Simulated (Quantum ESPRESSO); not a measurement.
**Moving the dispersion correction in Ir**

The cell as given:

The structure is hexagonal, space group P6_3/mmc (No. 194). The conventional cell has a = 2.751 Å, b = 2.751 Å, c = 4.462 Å, α = 90.00°, β = 90.00°, γ = 120.00°. Ir (site symmetry -6m2) has 12 Ir at 2.74 to 2.75 Å as nearest neighbours.

This isn't the form of Ir at room conditions, which is fcc.

Kept alike: task relaxation of cell and atoms; functional PBEsol; k mesh 11 × 11 × 6; occupations fermi-dirac, width 0.05 eV; no spin polarisation. Program: Quantum ESPRESSO, GBRV 1.5 PBEsol, cutoff 612 eV. The mesh is that of the run's cell of 2 atoms. No spin-orbit coupling.

| dispersion correction | volume (Å³/atom) | first edge of the run's cell (Å) | third edge of the run's cell (Å) |
| --- | --- | --- | --- |
| D3(zero) | 13.910 | 2.706 | 4.387 |
| D3(BJ) | 13.905 | 2.706 | 4.386 |
| D4 | 13.923 | 2.707 | 4.388 |
| none | 14.119 | 2.720 | 4.408 |
| rVV10 | 13.868 | 2.703 | 4.383 |

The relaxations keep at least the cell's symmetry (P6_3/mmc). For a metal such a mesh leaves the last digits unconverged. Relaxations stop with a little pressure left, so the last digits of a volume or edge aren't settled.

What does the dispersion correction change here?

The volume runs from 13.868 (rVV10) to 14.119 Å³/atom (none). Against no correction: D3(zero) -1.5 %; D3(BJ) -1.5 %; D4 -1.4 %; rVV10 -1.8 %. Dispersion terms mostly attract and so lower the volume; the schemes' coefficients and damping set how far. The first edge of the run's cell runs from 2.703 (rVV10) to 2.720 Å (none). The third edge of the run's cell runs from 4.383 (rVV10) to 4.408 Å (none).
